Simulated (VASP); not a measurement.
# Yb (Im-3m) in VASP: reference runs

Aim: a first look at Yb with PBE, on the cell as given and on a disturbed one, then over a range of volumes.

Program: VASP 6.6.1. These are calculated values, not measurements. Logs are shortened: lines on timing, memory, paths and dates and some standing lists are left out, and cuts for length are marked.

## (1) The crystal as given

Symmetry: Im-3m, No. 229, cubic system. The conventional cell has a = 4.303 Å, b = 4.303 Å, c = 4.303 Å, α = 90.00°, β = 90.00°, γ = 90.00°. Yb (site symmetry m-3m) is surrounded by 8 Yb at 3.73 Å.

This isn't the form of Yb at room conditions, which is fcc.

## (2) Single point, PBE, collinear spin, ferromagnetic start

The input, INCAR:

```
ALGO     = Normal         # electronic algorithm
EDIFF    = 1E-7           # SCF threshold, eV
ENCUT    = 520            # plane-wave cutoff, eV
GGA      = PE             # functional
ISIF     = 2              # what is computed and relaxed
ISMEAR   = -1             # smearing method
ISPIN    = 2              # spin polarisation
LASPH    = T              # aspherical terms in the spheres
LCHARG   = F              # write CHGCAR
LMAXMIX  = 6              # l up to which the mixer works
LORBIT   = 11             # projections on sites
LREAL    = F              # projectors in reciprocal space
LWAVE    = F              # write WAVECAR
MAGMOM   = 1              # initial moments
NBANDS   = 22             # bands
NELM     = 150            # most SCF steps
PREC     = Accurate       # precision mode
SIGMA    = 0.05           # smearing width, eV
```

The input, KPOINTS:

```
k-points
0
Gamma
  9 9 9
```

The input, POSCAR:

```
Yb
1.0
   -2.1514830000      2.1514830000      2.1514830000
    2.1514830000     -2.1514830000      2.1514830000
    2.1514830000      2.1514830000     -2.1514830000
Yb
1
Direct
    0.0000000000      0.0000000000      0.0000000000
```

Potentials or basis: VASP PAW PBE potentials, release 64 (Yb).

Run with:

```
$ cat potpaw_PBE.64/Yb/POTCAR > POTCAR
$ mpirun -np 1 vasp_std > vasp.out
```

OUTCAR:

```text
EDIFF = 1E-7
   ENCUT = 520
   GGA = PE
   ISIF = 2
   ISMEAR = -1
   ISPIN = 2
   LASPH = T
   LORBIT = 11
   LREAL = F
   NELM = 150
   PREC = Accurate

 ion  position               nearest neighbor table
   1  0.000  0.000  0.000-

  LATTYP: Found a body centered cubic cell.
 ALAT       =     4.3029660000

  Lattice vectors:

 A1 = (  -2.1514830000,   2.1514830000,   2.1514830000)
 A2 = (   2.1514830000,  -2.1514830000,   2.1514830000)
 A3 = (   2.1514830000,   2.1514830000,  -2.1514830000)

Analysis of symmetry for initial positions (statically):
=====================================================================
 Subroutine PRICEL returns:
 Original cell was already a primitive cell.

 Routine SETGRP: Setting up the symmetry group for a
 body centered cubic supercell.

 Subroutine GETGRP returns: Found 48 space group operations
 (whereof 48 operations were pure point group operations)
 out of a pool of 48 trial point group operations.

The static configuration has the point symmetry O_h .

Analysis of symmetry for dynamics (positions and initial velocities):
=====================================================================
 Subroutine PRICEL returns:
 Original cell was already a primitive cell.

 Routine SETGRP: Setting up the symmetry group for a
 body centered cubic supercell.

 Subroutine GETGRP returns: Found 48 space group operations
 (whereof 48 operations were pure point group operations)
 out of a pool of 48 trial point group operations.

The dynamic configuration has the point symmetry O_h .

Analysis of structural, dynamic, and magnetic symmetry:
=====================================================================
 Subroutine PRICEL returns:
 Original cell was already a primitive cell.

 Routine SETGRP: Setting up the symmetry group for a
 body centered cubic supercell.

 Subroutine GETGRP returns: Found 48 space group operations
 (whereof 48 operations were pure point group operations)
 out of a pool of 48 trial point group operations.

The overall configuration has the point symmetry O_h .

 Subroutine INISYM returns: Found 48 space group operations
 (whereof 48 operations are pure point group operations),
 and found     1 'primitive' translations

----------------------------------------------------------------------------------------

                                     Primitive cell

  volume of cell :      39.8358

  direct lattice vectors                    reciprocal lattice vectors
    -2.151483000  2.151483000  2.151483000     0.000000000  0.232397839  0.232397839
     2.151483000 -2.151483000  2.151483000     0.232397839  0.000000000  0.232397839
     2.151483000  2.151483000 -2.151483000     0.232397839  0.232397839  0.000000000

  length of vectors
     3.726477868  3.726477868  3.726477868     0.328660176  0.328660176  0.328660176

  position of ions in fractional coordinates (direct lattice)
     0.000000000  0.000000000  0.000000000

  ion indices of the primitive-cell ions
   primitive index   ion index
                 1           1

----------------------------------------------------------------------------------------

 KPOINTS: k-points

Automatic generation of k-mesh.
 Grid dimensions read from file:
 generate k-points for:    9    9    9

 Generating k-lattice:

  Cartesian coordinates                     Fractional coordinates (reciprocal lattice)
     0.000000000  0.025821982  0.025821982     0.111111111  0.000000000  0.000000000
     0.025821982  0.000000000  0.025821982     0.000000000  0.111111111  0.000000000
     0.025821982  0.025821982  0.000000000     0.000000000  0.000000000  0.111111111

  Length of vectors
     0.036517797  0.036517797  0.036517797

[... 49 lines left out ...]
   LSORBIT =      F    spin-orbit coupling
   LASPH  =      T    aspherical Exc in radial PAW
   ENCUT  =  520.0 eV  38.22 Ry    6.18 a.u.   6.93  6.93  6.93*2*pi/ulx,y,z
   NELM   =    150;   NELMIN=  2; NELMDL= -5     # of ELM steps
   EDIFF  = 0.1E-06   stopping-criterion for ELM
   LREAL  =      F    real-space projection
   EDIFFG = 0.1E-05   stopping-criterion for IOM
   NSW    =      0    number of steps for IOM
   IBRION =     -1    ionic relax: 0-MD 1-quasi-New 2-CG
   NFREE  =      0    steps in history (QN), initial steepest desc. (CG)
   ISIF   =      2    stress and relaxation
   ISYM   =      2    0-nonsym 1-usesym 2-fastsym
   POTIM  = 0.5000    time-step for ionic-motion
   TEBEG  =    0.0;   TEEND  =   0.0 temperature during run
   PSTRESS=    0.0 pullay stress
   NELECT =      24.0000    total number of electrons
   NUPDOWN=      -1.0000    fix difference up-down
   EMIN   =  10.00;   EMAX   =-10.00  energy-range for DOS
   EFERMI =   0.00;   METHOD = LEGACY
   ISMEAR =    -1;   SIGMA  =   0.05  broadening in eV -4-tet -1-fermi 0-gaus
   EFERMI_NEDOS =   21; number of points for ismear=-14 and -15
   IALGO  =     38    algorithm
   IMIX   =      4    mixing-type and parameters
     AMIX     =   0.40;   BMIX     =  1.00
     AMIX_MAG =   1.60;   BMIX_MAG =  1.00
  volume/ion in A,a.u.               =      39.84       268.83
  Fermi-wavevector in a.u.,A,eV,Ry     =   1.382677  2.612880 26.011550  1.911795
  Thomas-Fermi vector in A             =   2.507346
   LORBIT       =     11    0 simple, 1 ext, 2 COOP (PROOUT), +10 PAW based schemes
   GGA     = PE    functional components
   LHFCALC =     F    Hartree Fock is set to
   AEXX    =    0.0000 exact exchange contribution
   IVDW    =     0    specifies the selected vdW correction
   LEPSILON=     F    determine dielectric tensor
   LRPA    =     F    only Hartree local field effects (RPA)
 spin polarized calculation
  energy-cutoff  :      520.00
  volume of cell :       39.84
 maximum number of plane-waves:      1097
   NGX = 13   NGY = 13   NGZ = 13

 number of electron      24.0000000 magnetization      -0.0004856

 number of electron      24.0000000 magnetization       0.0005091

 Free energy of the ion-electron system (eV)
  ---------------------------------------------------
  ext. energy  EPLUGINS =         0.00000000
  ---------------------------------------------------
  free energy    TOTEN  =        -3.53502422 eV

  energy without entropy =       -3.52061655  energy(sigma->0) =       -3.52782039

 E-fermi :   1.2668     XC(G=0):  -9.0015

 val. band max:        1.2481592461   @ k =  -0.4444  -0.4444   0.2222
 cond. band min:       1.2809406341   @ k =  -0.4444  -0.4444   0.2222
 fundamental gap:      0.0327813880
 Fermi energy:         1.2667573125

 spin component 1

 k-point     1 :       0.0000    0.0000    0.0000
  band No.  band energies     occupation
      1     -50.5470      1.00000
      2     -22.7881      1.00000
      3     -22.7881      1.00000
      4     -22.7881      1.00000
      5      -3.6605      1.00000
      6       0.8556      0.99973
[... 589 lines left out ...]
     21      14.8067      0.00000
     22      16.1871      0.00000

 [... further k-points ...]

 spin component 2

 k-point     1 :       0.0000    0.0000    0.0000
  band No.  band energies     occupation
      1     -50.5467      1.00000
      2     -22.7879      1.00000
      3     -22.7879      1.00000
      4     -22.7879      1.00000
      5      -3.6607      1.00000
      6       0.8562      0.99973
[... 589 lines left out ...]
     21      14.8066      0.00000
     22      16.1870      0.00000

 [... further k-points ...]

------------------------ aborting loop because EDIFF is reached ----------------------------------------

 total charge

# of ion       s       p       d       f       tot
--------------------------------------------------
    1        2.213   5.976   0.231  13.638  22.058

 magnetization (x)

# of ion       s       p       d       f       tot
--------------------------------------------------
    1        0.000  -0.000  -0.000   0.000   0.000

  FORCE on cell =-STRESS in cart. coord.  units (eV):
  Direction    XX          YY          ZZ          XY          YZ          ZX
  --------------------------------------------------------------------------------------
  -------------------------------------------------------------------------------------
  Total       -0.7642924     -0.7642924     -0.7642924     -0.0000000     -0.0000000      0.0000000
  in kB      -30.7394708    -30.7394708    -30.7394708     -0.0000000     -0.0000000      0.0000000
  external PRESSURE =     -30.7394708 kB  Pullay stress =       0.0000000 kB

 VOLUME and BASIS-vectors are now :
 -----------------------------------------------------------------------------
  energy-cutoff  :      520.00
  volume of cell :       39.84
      direct lattice vectors                 reciprocal lattice vectors
    -2.151483000  2.151483000  2.151483000     0.000000000  0.232397839  0.232397839
     2.151483000 -2.151483000  2.151483000     0.232397839  0.000000000  0.232397839
     2.151483000  2.151483000 -2.151483000     0.232397839  0.232397839  0.000000000

  length of vectors
     3.726477868  3.726477868  3.726477868     0.328660176  0.328660176  0.328660176

 FORCES acting on ions
    electron-ion (+dipol)            ewald-force                    non-local-force                 convergence-correction
 -----------------------------------------------------------------------------------------------
   -.797E-14 -.192E-12 -.679E-13   -.447E-14 -.212E-14 0.456E-15   0.529E-22 0.000E+00 0.331E-22   -.105E-12 -.415E-12 -.864E-13
 -----------------------------------------------------------------------------------------------
   -.797E-14 -.192E-12 -.679E-13   -.447E-14 -.212E-14 0.456E-15   0.529E-22 0.000E+00 0.331E-22   -.105E-12 -.415E-12 -.864E-13

 POSITION                                       TOTAL-FORCE (eV/Angst)
 -----------------------------------------------------------------------------------
      0.00000      0.00000      0.00000        -0.000000     -0.000000      0.000000
 -----------------------------------------------------------------------------------
    total drift:                               -0.000000     -0.000000     -0.000000

--------------------------------------------------------------------------------------------------------

  FREE ENERGIE OF THE ION-ELECTRON SYSTEM (eV)
  ---------------------------------------------------
  free  energy   TOTEN  =        -3.5350242250 eV

  energy  without entropy=       -3.5206165461  energy(sigma->0) =       -3.52782039

--------------------------------------------------------------------------------------------------------

--------------------------------------------------------------------------------------------------------

 total charge

# of ion       s       p       d       f       tot
--------------------------------------------------
    1        2.213   5.976   0.231  13.638  22.058

 magnetization (x)

# of ion       s       p       d       f       tot
--------------------------------------------------
    1        0.000  -0.000  -0.000   0.000   0.000

=======================================================================
```

It took 3.9 min on 1 thread of Intel Xeon Platinum 8488C (Sapphire Rapids), shared host; peak memory 0.22 GiB.

What came out:

```yaml
Free_energy: -3.5350 eV
Pressure: -3.1 GPa
Band_gap_on_the_k_mesh: none (metal or under the smearing width)
Net_moment: 0.00 μB per cell
Valence_electrons_inside_the_program's_atomic_spheres: Yb 22.06
```

Caveat: spin-orbit coupling is left out, which moves the levels of the heavy elements. The state reached can hang on the start; a lower one may exist.

[end of part 1 of 2]
